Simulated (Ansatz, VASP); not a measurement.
One calculation of ZrB2, two programs

```
Zr B
1.0
     3.18596    0.00000    0.00000
    -1.59298    2.75912    0.00000
     0.00000    0.00000    3.54331
Zr B
1 2
Direct
  0.00000 0.00000 0.00000
  0.33333 0.66667 0.50000
  0.66667 0.33333 0.50000
```

Change from the starting cell: volume scaled by 1.02.

Alike in both runs: task single point; functional LDA; k mesh 12 × 12 × 9; occupations fermi-dirac, width 0.05 eV; no spin polarisation.

```csv
,VASP,Ansatz
version,VASP 6.6.1,Ansatz 0.2.0
potentials or method,"VASP PAW LDA potentials, release 64 (Zr_sv, B), cutoff 520 eV","all-electron LAPW, scalar-relativistic"
```

Ansatz gave:

| Property | Result |
| --- | --- |
| pressure (GPa) | -11.7 |
| largest component of the traceless stress (GPa) | 1.09 |

Task: What did VASP give for the same quantities?

Result: Pressure (GPa): -11.3; largest component of the traceless stress (GPa): 1.09.

Ansatz ran all-electron here, so the differences hold the error of VASP's frozen core and of both bases.
